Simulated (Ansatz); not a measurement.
Wanted: the native input for an Ansatz 0.2.0 run.

```
Task                : projected density of states
Functional          : PBE
Potentials or basis : PseudoDojo stringent (PBEsol files)
Cutoff              : 1116 eV
Density cutoff      : 4463 eV
k mesh              : 10 × 10 × 10
Occupations         : cold, width 0.15 eV
Spin                : spin-orbit coupling, no magnetisation
Hubbard terms       : Zr d U = 4.0 eV
Double counting     : fll
Hubbard projectors  : ortho-atomic (the default)
```

Crystal: ZrC.

```
CELL_PARAMETERS angstrom
0.00000 2.36500 2.36500
2.36500 0.00000 2.36500
2.36500 2.36500 0.00000
ATOMIC_POSITIONS crystal
Zr 0.50000 0.50000 0.50000
C 0.00000 0.00000 0.00000
```

The input as run:

input.yaml

```yaml
crystal:
  lattice:
    - [0.0, 2.365, 2.365]
    - [2.365, 0.0, 2.365]
    - [2.365, 2.365, 0.0]
  atoms:
    - { symbol: Zr, position: [0.5, 0.5, 0.5] }
    - { symbol: C, position: [0.0, 0.0, 0.0] }
hamiltonian:
  xc: pbe
  pseudopotentials: { kind: nc_fr, accuracy: stringent, xc_functional: pbesol }
  hubbard: { sites: [{ species: Zr, l: d, u_eff: 4.0 }], double_counting: fll }
magnetization:
  noncollinear: true
  spin_orbit: true
kpoints:
  mp_grid: { grid: [10, 10, 10] }
scf:
  occupations: { method: cold, width: 0.15 }
  n_extra_bands: 6
  mixing: { preconditioner: local_kerker }
output:
  forces: true
  stress: true
  eigenvalues: true
  dos: { projected: true, de: 0.05, nscf_kmesh: { grid: [15, 15, 15] } }
```

Potentials or basis: PseudoDojo stringent (PBEsol files).

Run with:

```sh
$ ansatz run input.yaml --threads 1 --pin off --max-ram 2560MiB --backend cpu --events-out ev --progress --plain --runs-dir out
```

Results of the run:

* Pressure: 3.0 GPa
* Band gap on the k mesh: none (metal or under the smearing width)
* Density of states at the Fermi level: 0.22 states/eV per cell

Caveat: the potentials were made for another functional, which shifts forces and pressure; U without spin polarisation on a metal has little footing; the U is typed as a test and isn't derived for this compound.

It took 29 s on 1 thread of INTEL(R) XEON(R) PLATINUM 8581C CPU @ 2.30GHz (Emerald Rapids), on a shared host, peak memory 0.88 GiB.
